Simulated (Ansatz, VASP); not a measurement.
## Two plane-wave programs on LiBr

INCAR

```
SYSTEM = LiBr
  ALGO = Normal
  EDIFF = 1E-7
  ENCUT = 520
  GGA = PE
  ISIF = 2
  ISMEAR = -1
  LASPH = .TRUE.
  LCHARG = .TRUE.
  LELF = .TRUE.
  LREAL = .FALSE.
  LVHAR = .TRUE.
  LWAVE = .FALSE.
  NBANDS = 12
  NELM = 80
  PREC = Accurate
  SIGMA = 0.05
```

File KPOINTS:

```
k-points
0
G
  8 8 8
  0 0 0
```

POSCAR

```
LiBr
1.0
    0.0000000000      2.7506500000      2.7506500000
    2.7506500000      0.0000000000      2.7506500000
    2.7506500000      2.7506500000      0.0000000000
Br Li
1 1
Direct
    0.5000000000      0.5000000000      0.5000000000
    0.0000000000      0.0000000000      0.0000000000
```

File input.yaml:

```yaml
crystal:
  lattice:
    - [0.0, 2.75065, 2.75065]
    - [2.75065, 0.0, 2.75065]
    - [2.75065, 2.75065, 0.0]
  atoms:
    - { symbol: Br, position: [0.5, 0.5, 0.5] }
    - { symbol: Li, position: [0.0, 0.0, 0.0] }
hamiltonian:
  xc: pbe
  pseudopotentials: { kind: paw }
kpoints:
  mp_grid: { grid: [8, 8, 8] }
scf:
  occupations: { method: fermi_dirac, width: 0.05 }
output:
  forces: true
  stress: true
  eigenvalues: true
  write_density: true
  write_potential: true
  elf: true
  volumetric_format: npy
```

Alike in both runs: task single point; functional PBE; k mesh 8 × 8 × 8; occupations fermi-dirac, width 0.05 eV; no spin polarisation.

```csv
,VASP,Ansatz
version,VASP 6.6.1,Ansatz 0.2.0
potentials or method,"VASP PAW PBE potentials, release 64 (Br, Li_sv)",Ansatz PAW
plane-wave cutoff (eV),520,420
valence electrons in the cell,10,10
```

```csv
,VASP,Ansatz,Ansatz less VASP
gap on the k mesh at the Fermi level (eV),4.95,4.94,-0.011
least direct gap on the mesh (eV),4.95,4.94,-0.011
```

With one functional, cell and mesh, what is left measures potentials, basis and numerics.
